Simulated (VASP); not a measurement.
TePb, 2 atoms in the cell. It takes space group Fm-3m (No. 225, cubic). The conventional cell has a = 6.462 Å, b = 6.462 Å, c = 6.462 Å, α = 90.00°, β = 90.00°, γ = 90.00°. Te (site symmetry m-3m) has 6 Pb at 3.23 Å as nearest neighbours. Pb (site symmetry m-3m) is surrounded by 6 Te at 3.23 Å. 

```yaml
Program: VASP 6.6.1
Task: relaxation of cell and atoms
Functional: r2SCAN
Potentials_or_basis: VASP PAW PBE potentials, release 64 (Te, Pb_d)
Cutoff: 600 eV
k_mesh: 8 × 8 × 8
Occupations: gaussian, width 0.03 eV
Spin: no spin polarisation
Target_pressure: 5.02 GPa
Further_INCAR_settings: ALGO = Normal; EDIFF = 1e-06; IBRION = 2; EDIFFG = -0.01; NSW = 90; ISIF = 3
Target_pressure: 5.02 GPa
```

Potentials or basis: VASP PAW PBE potentials, release 64 (Te, Pb_d).

The run is started by

```sh
$ cat potpaw_PBE.64/Te/POTCAR potpaw_PBE.64/Pb_d/POTCAR > POTCAR
$ mpirun -np 1 vasp_std > vasp.out
```

Hardware: 1 thread of AMD EPYC 9R45 (Zen 5), on a shared host.

Question: Estimate the wall time of this run.

Answer: Run time: 5.5 min on 1 thread of AMD EPYC 9R45 (Zen 5), on a shared host, peak memory 0.25 GiB. Counts: scf iterations 43, k points 29, ion steps 3.
